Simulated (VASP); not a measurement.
# Si: molecular dynamics at constant energy

Si, Fd-3m (no. 227), 8 atoms in the cell. PBE, molecular dynamics; PAW potentials Si (PBE set).

Ensemble: NVE; Starting temperature (K): 600.

## Input

INCAR:
```
SYSTEM = Si
ALGO = Normal ; ANDERSEN_PROB = 0.0
EDIFF = 1E-6 ; ENCUT = 250
GGA = PE ; IBRION = 0
ISIF = 2 ; ISMEAR = 0
ISYM = 0 ; KPAR = 2
LASPH = .True. ; LCHARG = .False.
LREAL = Auto ; LWAVE = .False.
MDALGO = 1 ; NELM = 60
NELMIN = 4 ; NSW = 60
POTIM = 2.0 ; PREC = Normal
RANDOM_SEED = 677231 0 0 ; SIGMA = 0.05
TEBEG = 600
```

KPOINTS:
```
k-points
0
Monkhorst-Pack
  2 2 2
```

POSCAR:
```
Si
1.0
    5.4437023730      0.0000000000      0.0000000000
    0.0000000000      5.4437023730      0.0000000000
    0.0000000000      0.0000000000      5.4437023730
Si
8
Direct
    0.5000000000      0.0000000000      0.5000000000
    0.2500000000      0.2500000000      0.2500000000
    0.5000000000      0.5000000000      0.0000000000
    0.2500000000      0.7500000000      0.7500000000
    0.0000000000      0.0000000000      0.0000000000
    0.7500000000      0.2500000000      0.7500000000
    0.0000000000      0.5000000000      0.5000000000
    0.7500000000      0.7500000000      0.2500000000
```

Commands:
```
cat potpaw_PBE.64/Si/POTCAR > POTCAR
mpirun -np 2 vasp_std > vasp.out
```

## Result

- Rise of the mean potential energy above the start (meV/atom): 33.5
- Mean temperature (K): 305
- Standard error of the mean temperature (K): 36
- Relative fluctuation of the kinetic energy: 0.467
- Canonical value of that fluctuation: 0.309
- Electronic steps per ionic step after the first: 4.1

Course of the run:

| Time (fs) | Temperature (K) | Potential energy less the first (meV/atom) |
|---|---|---|
| 2 | 600 | 0.0 |
| 12 | 318 | 32.1 |
| 20 | 90 | 58.1 |
| 30 | 276 | 36.8 |
| 38 | 460 | 15.9 |
| 48 | 325 | 31.2 |
| 56 | 96 | 57.3 |
| 66 | 154 | 50.7 |
| 74 | 400 | 22.7 |
| 84 | 415 | 21.1 |
| 92 | 237 | 41.3 |
| 102 | 214 | 44.0 |
| 110 | 364 | 26.8 |
| 120 | 463 | 15.6 |

The mean temperature lies below the starting 600 K, since the atoms start on their sites and part of their kinetic energy turns into potential energy.

REPORT:
```
MDALGO =   1
         ANDERSEN_PROB =  0.00000000
               SCALING =       0
                 CNEXP =     9.000   14.000
           RANDOM_SEED =            677231                0                0

   original number of atomic DOF:         21
   number of independent constraints:      0
   number of active DOF:                  21

========================================
         MD step No.       1
========================================

  Atomic velocities initialized by STEP_tb

  >Energies
                    E_tot             E_pot             E_kin               EPS                ES
   e_b>   -0.42124077E+02   -0.42666973E+02    0.54289545E+00    0.00000000E+00    0.00000000E+00

  >Temperature
               T_sim     T_inst
   tmprt>    600.000    600.000

  >Thermostat, num. of collisions:                0

           RANDOM_SEED =            677231               96                0

[... steps left out ...]

========================================
         MD step No.      60
========================================

  >Energies
                    E_tot             E_pot             E_kin               EPS                ES
   e_b>   -0.42123179E+02   -0.42541824E+02    0.41864520E+00    0.00000000E+00    0.00000000E+00

  >Temperature
               T_sim     T_inst
   tmprt>    600.000    462.681

  >Thermostat, num. of collisions:                0

           RANDOM_SEED =            677231             2928                0
```

OSZICAR:
```
N       E                     dE             d eps       ncg     rms          rms(c)
DAV:   1     0.446770324870E+02    0.44677E+02   -0.78576E+03   168   0.687E+02
DAV:   2    -0.392542001818E+02   -0.83931E+02   -0.77675E+02   220   0.129E+02
DAV:   3    -0.433695175269E+02   -0.41153E+01   -0.40484E+01   224   0.279E+01
DAV:   4    -0.434357215088E+02   -0.66204E-01   -0.66080E-01   203   0.409E+00
DAV:   5    -0.434376608971E+02   -0.19394E-02   -0.19393E-02   216   0.587E-01    0.107E+01
DAV:   6    -0.429023241361E+02    0.53534E+00   -0.30002E-01   173   0.236E+00    0.661E+00
DAV:   7    -0.426603952550E+02    0.24193E+00   -0.63319E-01   168   0.359E+00    0.374E-01
DAV:   8    -0.426655019067E+02   -0.51067E-02   -0.28456E-02   168   0.867E-01    0.121E-01
DAV:   9    -0.426667391607E+02   -0.12373E-02   -0.16877E-03   240   0.230E-01    0.112E-01
DAV:  10    -0.426669721114E+02   -0.23295E-03   -0.44731E-04   173   0.113E-01    0.224E-02
DAV:  11    -0.426669726744E+02   -0.56296E-06   -0.75503E-06   208   0.139E-02
      1 T=   600. E= -.42124077E+02 F= -.42666973E+02 E0= -.42666973E+02  EK= 0.54290E+00 SP= 0.00E+00 SK= 0.00E+00
[... left out ...]
     58 T=   451. E= -.42123083E+02 F= -.42531429E+02 E0= -.42531429E+02  EK= 0.40835E+00 SP= 0.00E+00 SK= 0.00E+00
     59 T=   462. E= -.42123140E+02 F= -.42541509E+02 E0= -.42541509E+02  EK= 0.41837E+00 SP= 0.00E+00 SK= 0.00E+00
[... last step whole ...]
       N       E                     dE             d eps       ncg     rms          rms(c)
DAV:   1    -0.425418186926E+02   -0.30946E-03   -0.94391E-06   180   0.104E+00    0.114E-02
DAV:   2    -0.425418245605E+02   -0.58679E-05   -0.62596E-05   198   0.402E-02    0.650E-03
DAV:   3    -0.425418244492E+02    0.11126E-06   -0.76995E-07   139   0.611E-03    0.453E-03
DAV:   4    -0.425418242966E+02    0.15266E-06   -0.51958E-07   144   0.401E-03
     60 T=   463. E= -.42123179E+02 F= -.42541824E+02 E0= -.42541824E+02  EK= 0.41865E+00 SP= 0.00E+00 SK= 0.00E+00
```

Limits: 120 fs of 8 atoms are too short for converged averages; the cell is only 5.4 Å across, so each atom moves in step with near copies of itself.

VASP 6.6.1 took 70 s on 2 cores (AMD EPYC 7R13 (Zen 3)), a shared host.
